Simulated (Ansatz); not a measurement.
**GaN (P6_3mc): how the settings move a single-point run**

Aim: see which settings change the result for GaN (P6_3mc), by how much, and at what cost.

The COD entry's cell or inner coordinates are ideal or old and differ from later refinements, so a difference from it is no clean test against experiment.

Computed with Ansatz 0.2.0 (reference: DFT r2SCAN, scalar-relativistic, plane waves, PAW, unless a step's input says otherwise).

2 further runs of the same task are left out: 2 that didn't finish. Runs told in other sessions of the task aren't counted.

## Step 1: Starting point

It takes space group P6_3mc (No. 186, hexagonal). Conventional cell: a = 3.183 Å, b = 3.183 Å, c = 5.185 Å, α = 90.00°, β = 90.00°, γ = 120.00°. Ga (site symmetry 3m) has 4 N at 1.95 Å in its first shell of neighbours. Around N (site symmetry 3m) lie 4 Ga at 1.95 Å.

Structure file:

```
CELL_PARAMETERS angstrom
3.18275 0.00000 0.00000
-1.59137 2.75634 0.00000
0.00000 0.00000 5.18456
ATOMIC_POSITIONS crystal
Ga 0.33333 0.66667 0.99910
Ga 0.66667 0.33333 0.49910
N 0.33333 0.66667 0.37590
N 0.66667 0.33333 0.87590
```

## Step 2: Baseline

input.yaml

```yaml
crystal:
  lattice:
    - [3.1827480972, 1.0e-10, 0.0]
    - [-1.5913740487, 2.756340706, 0.0]
    - [0.0, 0.0, 5.1845637132]
  atoms:
    - { symbol: Ga, position: [0.3333333333, 0.6666666667, -0.0009023823] }
    - { symbol: Ga, position: [0.6666666667, 0.3333333333, 0.4990976177] }
    - { symbol: "N", position: [0.3333333333, 0.6666666667, 0.3759023823] }
    - { symbol: "N", position: [0.6666666667, 0.3333333333, 0.8759023823] }
basis:
  ecutwfc: 500
  ecutrho_ratio: 4
kpoints:
  mp_grid: { grid: [8, 8, 4] }
  band_path:
    path:
      - [[0.0, 0.0, 0.0], [0.5, 0.0, 0.0], [0.33333333, 0.33333333, 0.0], [0.0, 0.0, 0.0], [0.0, 0.0, 0.5], [0.5, 0.0, 0.5], [0.33333333, 0.33333333, 0.5], [0.0, 0.0, 0.5]]
      - [[0.5, 0.0, 0.5], [0.5, 0.0, 0.0]]
      - [[0.33333333, 0.33333333, 0.5], [0.33333333, 0.33333333, 0.0]]
    npoints: 14
hamiltonian:
  xc: r2scan
scf:
  occupations: { method: gaussian, width: 0.05 }
  n_extra_bands: 15
output:
  forces: true
  stress: true
  eigenvalues: true
  populations: true
  dos: { projected: true, de: 0.02, nscf_kmesh: { grid: [12, 12, 6] } }
  bader: true
  write_density: true
  write_potential: true
  elf: true
  volumetric_format: npy
```

Run with:

```sh
$ ansatz run input.yaml --threads 4 --pin off --max-ram 7168MiB --backend cpu --events-out ev --progress --plain --runs-dir out
```

## Step 3: Changed: basis.precision f64, dispersion d3bjatm, eigensolver.kind davidson

input.yaml

```yaml
crystal:
  lattice:
    - [3.182748097216, 1.077349940196e-10, 0.0]
    - [-1.591374048701, 2.756340705982, 0.0]
    - [0.0, 0.0, 5.1845637132]
  atoms:
    - { symbol: Ga, position: [0.3333333333333, 0.6666666666667, -0.0009023823] }
    - { symbol: Ga, position: [0.6666666666667, 0.3333333333333, 0.4990976177] }
    - { symbol: "N", position: [0.3333333333333, 0.6666666666667, 0.3759023823] }
    - { symbol: "N", position: [0.6666666666667, 0.3333333333333, 0.8759023823] }
basis:
  ecutwfc: 500
  ecutrho_ratio: 4
  precision: f64
kpoints:
  mp_grid: { grid: [8, 8, 4] }
hamiltonian:
  xc: r2scan
  dispersion: d3bjatm
scf:
  occupations: { method: gaussian, width: 0.05 }
  eigensolver: { kind: davidson }
output:
  forces: true
  stress: true
```

## Step 4: Changing settings: xc_grid 3, dispersion d3bj

input.yaml

```yaml
crystal:
  lattice:
    - [3.182748097216, 1.077349940196e-10, 0.0]
    - [-1.591374048701, 2.756340705982, 0.0]
    - [0.0, 0.0, 5.1845637132]
  atoms:
    - { symbol: Ga, position: [0.3333333333333, 0.6666666666667, -0.0009023823] }
    - { symbol: Ga, position: [0.6666666666667, 0.3333333333333, 0.4990976177] }
    - { symbol: "N", position: [0.3333333333333, 0.6666666666667, 0.3759023823] }
    - { symbol: "N", position: [0.6666666666667, 0.3333333333333, 0.8759023823] }
basis:
  ecutwfc: 500
  ecutrho_ratio: 4
  xc_grid: 3
kpoints:
  mp_grid: { grid: [8, 8, 4] }
hamiltonian:
  xc: r2scan
  dispersion: d3bj
scf:
  occupations: { method: gaussian, width: 0.05 }
output:
  forces: true
  stress: true
```

## Step 5: Changed: starting moments, ecutwfc 450 eV, spin_polarized true

input.yaml

```yaml
crystal:
  lattice:
    - [3.182748097216, 1.077349940196e-10, 0.0]
    - [-1.591374048701, 2.756340705982, 0.0]
    - [0.0, 0.0, 5.1845637132]
  atoms:
    - { symbol: Ga, position: [0.3333333333333, 0.6666666666667, -0.0009023823], spin: 2.0 }
    - { symbol: Ga, position: [0.6666666666667, 0.3333333333333, 0.4990976177], spin: -2.0 }
    - { symbol: "N", position: [0.3333333333333, 0.6666666666667, 0.3759023823], spin: -2.0 }
    - { symbol: "N", position: [0.6666666666667, 0.3333333333333, 0.8759023823], spin: -1.0 }
basis:
  ecutwfc: "450 eV"
  ecutrho_ratio: 4
kpoints:
  mp_grid: { grid: [8, 8, 4] }
hamiltonian:
  xc: r2scan
scf:
  occupations: { method: gaussian, width: 0.05 }
output:
  forces: true
  stress: true
magnetization:
  spin_polarized: true
```

## Step 6: Changing settings: ecutwfc 22.0 Ry, n_extra_bands 32, spin_polarized true

input.yaml

```yaml
crystal:
  lattice:
    - [3.182748097216, 1.077349940196e-10, 0.0]
    - [-1.591374048701, 2.756340705982, 0.0]
    - [0.0, 0.0, 5.1845637132]
  atoms:
    - { symbol: Ga, position: [0.3333333333333, 0.6666666666667, -0.0009023823] }
    - { symbol: Ga, position: [0.6666666666667, 0.3333333333333, 0.4990976177] }
    - { symbol: "N", position: [0.3333333333333, 0.6666666666667, 0.3759023823] }
    - { symbol: "N", position: [0.6666666666667, 0.3333333333333, 0.8759023823] }
basis:
  ecutwfc: "22.0 Ry"
  ecutrho_ratio: 4
kpoints:
  mp_grid: { grid: [8, 8, 4] }
hamiltonian:
  xc: r2scan
scf:
  occupations: { method: gaussian, width: 0.05 }
  n_extra_bands: 32
output:
  forces: true
  stress: true
  write_density: true
  write_potential: true
  elf: true
  volumetric_format: npy
magnetization:
  spin_polarized: true
```

Q: Predict the outcome of this session. Wanted: for each run, ending; energy change; pressure; gap; force.

As calculated:

```tsv
run	ending	energy change	pressure (GPa)	gap (eV)	force (eV/Å)	cycles	time
reference	converged	0	0.0	2.35	0.00	8	21 s
1: basis.precision f64, dispersion d3bjatm, eigensolver.kind davidson	converged	-103.4 meV/atom (offset of the dispersion model)	-1.2	2.35	0.00	9	3 s
2: xc_grid 3, dispersion d3bj	converged	-120.6 meV/atom (offset of the dispersion model)	-1.7	2.35	0.00	8	2.2 s
3: starting moments, ecutwfc 450 eV, spin_polarized true	converged	+1.7 meV/atom	0.0	2.35	0.00	18	8.8 s
4: ecutwfc 22.0 Ry, n_extra_bands 32, spin_polarized true	converged	+168.7 meV/atom	0.2	2.33	0.01	10	2.9 s
```

Times don't compare one to one where runs were asked for different outputs or read a saved state (see the inputs); cycles may leave out searches for a lower state.

Residual by cycle in the longest SCF loop of each run; runs are numbered as in the table. The quantity is the density residual dr2, in eV.

```tsv
cycle	reference	run 1	run 2	run 3	run 4
1	0.0267	0.0268	0.0267	4.35	4.44
3	0.00214	0.00259	0.00266	0.181	0.105
4	2.2e-5	6.0e-4	2.2e-5	0.0108	0.107
6	8.1e-7	2.2e-6	5.5e-7	7.8e-4	0.0147
7	1.4e-7	2.3e-6	1.3e-7	8.9e-5	5.8e-5
9	-	1.4e-8	-	1.1e-5	1.2e-7
10	-	-	-	1.7e-6	1.5e-8
12	-	-	-	5.1e-8	-
13	-	-	-	1.1e-7	-
15	-	-	-	2.2e-10	-
16	-	-	-	2.0e-10	-
18	-	-	-	7.5e-13	-
```

What this shows: Of the converged runs whose energies compare with the reference's, «ecutwfc 22.0 Ry, n_extra_bands 32, spin_polarized true» moves the energy most (+168.7 meV/atom). Runs 3 and 4 ran under the cutoff that the potentials recommend, as the log warns, so basis error is mixed into their values.

These are semilocal Kohn-Sham gaps, which aren't the measured quantity. Such gaps usually fall short of the measured ones.
